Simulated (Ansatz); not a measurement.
The system is TiO2.

```
CELL_PARAMETERS angstrom
1.49733 0.86448 6.98154
-1.49733 0.86448 6.98154
0.00000 -1.72897 6.98154
ATOMIC_POSITIONS crystal
Ti 0.00000 0.00000 0.00000
O 0.37953 0.37953 0.37953
O 0.62047 0.62047 0.62047
```

Measurements of this composition are mostly on another form, of space group No. 141.

```yaml
Program: Ansatz 0.2.0
Task: relaxation of cell and atoms
Functional: r2SCAN
Potentials_or_basis: Ansatz PAW
Cutoff: "500 eV (not typed: the program's choice for these potentials)"
k_mesh: 10 × 10 × 10
Occupations: fermi-dirac, width 0.05 eV
Spin: no spin polarisation
Hubbard_terms: Ti d U = 1 eV
```

At the start: volume 18.07 Å³/atom.

Q: Where does the relaxation end?

A: It ends after 19 steps and the volume is 13.41 Å³/atom (-25.8 %); space group R-3m (No. 166, to 0.05 Å).

The path:
| step | energy change (eV) | largest force (eV/Å) | volume (Å³) |
| --- | --- | --- | --- |
| 1 | 0.0000 | 0.4446 | 54.22 |
| 2 | -0.0108 | 0.0758 | 53.98 |
| 3 | -0.0120 | 0.0003 | 53.58 |
| 4 | -0.0120 | 0.0007 | 53.58 |
| 5 | -0.0121 | 0.0008 | 53.53 |
| 6 | -0.0131 | 0.0446 | 51.14 |
| 7 | -0.0132 | 0.0052 | 51.68 |
| 8 | -0.0142 | 0.0033 | 50.68 |
| 9 | -0.0157 | 0.0400 | 49.08 |
| 10 | -0.0172 | 0.0025 | 48.13 |
| 11 | -0.0203 | 0.1236 | 45.47 |
| 12 | -0.0251 | 0.0310 | 43.07 |
| 13 | -0.0262 | 0.0153 | 42.56 |
| 14 | -0.0284 | 0.0053 | 41.25 |
| 15 | -0.0289 | 0.0011 | 40.75 |
| 16 | -0.0291 | 0.0035 | 40.37 |
| 17 | -0.0237 | 0.0049 | 40.37 |
| 18 | -0.0238 | 0.0012 | 40.23 |
| 19 | -0.0237 | 0.0013 | 40.23 |

Final structure:
```
Ti O
1.0
     1.49049    0.86054    5.22815
    -1.49049    0.86054    5.22815
     0.00000   -1.72107    5.22815
Ti O
1 2
Direct
  0.00000 0.00000 0.00000
  0.39401 0.39401 0.39401
  0.60599 0.60599 0.60599
```

Caveat: the volume moved by over 15 % at a fixed basis, so the end points are rough; the plane-wave basis is chosen anew once the cell has moved, so the energies of steps on either side of that aren't comparable; the PAW data sets come from PBE, with cores solved anew for the run's functional, which leaves a small shift of forces and pressure.
